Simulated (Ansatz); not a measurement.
# CaSe (Fm-3m): G0W0 against its settings

CaSe (started from an entry of an open crystallographic database), relaxed with r2SCAN; one-shot G0W0 in Ansatz without spin-orbit coupling. Spin-unpolarised throughout; all numbers are computed.

```cif
data_structure
_symmetry_space_group_name_H-M 'Fm-3m'
_symmetry_Int_Tables_number 225
_cell_length_a 5.9351
_cell_length_b 5.9351
_cell_length_c 5.9351
_cell_angle_alpha 90.000
_cell_angle_beta 90.000
_cell_angle_gamma 90.000
_cell_volume 209.06
loop_
_atom_site_label
_atom_site_type_symbol
_atom_site_symmetry_multiplicity
_atom_site_Wyckoff_symbol
_atom_site_fract_x
_atom_site_fract_y
_atom_site_fract_z
_atom_site_occupancy
Ca1 Ca 4 a 0.00000 0.00000 0.00000 1
Se1 Se 4 b 0.50000 0.00000 0.00000 1
```

Gaps are read over the mesh points alone. G0W0 values are finite-basis, finite-mesh values.
```csv
start,potentials,frequency model,mesh,empty bands,screening cutoff (eV),Kohn-Sham gap (eV),G0W0 gap (eV),rough cost
PBE,PAW,contour deformation,4×4×4,84,80,2.05,3.52,11 core-seconds
PBE,PAW,contour deformation,4×4×4,196,140,2.05,3.69,40 core-seconds
PBE,PAW,contour deformation,4×4×4,361,210,2.05,3.76,2.9 core-minutes
HSE06,PAW,contour deformation,4×4×4,196,140,3.00,4.04,120 core-seconds
LDA,PAW,contour deformation,4×4×4,196,140,1.89,3.57,40 core-seconds
r2SCAN,PAW,contour deformation,4×4×4,196,140,2.51,3.91,60 core-seconds
PBE,PAW,Godby-Needs pole,4×4×4,196,140,2.05,3.66,50 core-seconds
PBE,PAW,contour deformation,6×6×6,84,80,2.06,3.54,60 core-seconds
PBE,norm-conserving,contour deformation,4×4×4,196,140,2.05,3.61,90 core-seconds
```

The quasiparticle gap on this mesh is 3.76 eV (Γ to X), against 2.05 eV from PBE: +1.71 eV. Renormalisation factors Z lie between 0.74 and 0.80.

Raising bands and cutoff together moves the gap by +0.17 eV (80 to 140 eV), then +0.07 eV (140 to 210 eV); the last step is still large, so the basis limit isn't reached. Starting from HSE06 (3.00 eV against PBE's 2.05 eV) gives 4.04 eV, +0.35 eV from G0W0@PBE at the same screening cutoff. Starting from LDA (1.89 eV against PBE's 2.05 eV) gives 3.57 eV, -0.12 eV from G0W0@PBE at the same screening cutoff. Starting from r2SCAN (2.51 eV against PBE's 2.05 eV) gives 3.91 eV, +0.22 eV from G0W0@PBE at the same screening cutoff. The Godby-Needs plasmon pole differs from contour deformation by -0.03 eV. A 6×6×6 mesh in place of 4×4×4 changes the opening over PBE by +0.01 eV (the gap on the mesh by +0.02 eV). Norm-conserving potentials (wave cutoff 1170 eV against 420 eV) shift the quasiparticle gap by -0.08 eV and the PBE gap by 0.00 eV. r2SCAN runs take a wave cutoff of 500 eV.
